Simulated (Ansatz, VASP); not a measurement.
Given: the input of a run of VASP 6.6.1 on SnO2.

Contents of INCAR:

```
ALGO = Normal
EDIFF = 1E-7
ENCUT = 520
GGA = PE
ISIF = 2
ISMEAR = -1
LASPH = True
LCHARG = False
LREAL = False
LWAVE = False
NELM = 80
PREC = Accurate
SIGMA = 0.05
```

The input KPOINTS:

```
k-points
0
Gamma
  9 6 5
```

The input POSCAR:

```
SnO2
1.0
    3.0232700000      0.0151163500      0.0000000000
    0.0248234000      4.9646800000      0.0000000000
    0.0000000000      0.0000000000      5.9769600000
Sn O
1 2
Direct
    0.5000000000      0.5000000000      0.0000000000
    0.0000000000      0.5000000000      0.7757200000
    0.0000000000      0.5000000000      0.2242800000
```

Potentials or basis: VASP PAW PBE potentials, release 64 (Sn_d, O).

Command:

```sh
$ cat potpaw_PBE.64/Sn_d/POTCAR potpaw_PBE.64/O/POTCAR > POTCAR
$ mpirun -np 1 vasp_std > vasp.out
```

Set up the same calculation for Ansatz 0.2.0. Potentials there: Ansatz PAW.

As run (the cutoff follows the program's own potentials):

input.yaml

```yaml
crystal:
  lattice:
    - [3.02327, 0.01511635, 0.0]
    - [0.0248234, 4.96468, 0.0]
    - [0.0, 0.0, 5.97696]
  atoms:
    - { symbol: Sn, position: [0.5, 0.5, 0.0] }
    - { symbol: O, position: [0.0, 0.5, 0.77572] }
    - { symbol: O, position: [0.0, 0.5, 0.22428] }
hamiltonian:
  xc: pbe
  pseudopotentials: { kind: paw }
kpoints:
  mp_grid: { grid: [9, 6, 5] }
scf:
  occupations: { method: fermi_dirac, width: 0.05 }
output:
  forces: true
  stress: true
  eigenvalues: true
```

Potentials or basis: Ansatz PAW.

Run with:

```bash
$ ansatz run input.yaml --threads 2 --pin off --max-ram 5632MiB --backend cpu --events-out ev --progress --plain --runs-dir out
```

Both were run:

|  | VASP | Ansatz | Ansatz less VASP |
| --- | --- | --- | --- |
| gap on the k mesh at the Fermi level (eV) | 1.29 | 1.31 | +0.026 |
| least direct gap on the mesh (eV) | 1.85 | 1.86 | +0.012 |
| pressure (GPa) | 0.8 | 0.5 | -0.28 |
| largest component of the traceless stress (GPa) | 0.33 | 0.04 | -0.290 |
| rms of the force components (eV/Å) | 0.045 | 0.000 | -0.0443 |

Atom by atom the forces differ by 0.045 eV/Å (rms over components).

Caveats: spin-orbit coupling is left out, which moves the levels of the heavy elements; an odd mesh through Γ misses points on the zone boundary, where band edges often lie (VASP); odd divisions of the mesh miss points on the zone boundary, where band edges often lie, so the gap on the mesh can be too wide (Ansatz); the pressure holds a Pulay correction of +0.3 GPa for the finite cutoff (Ansatz).
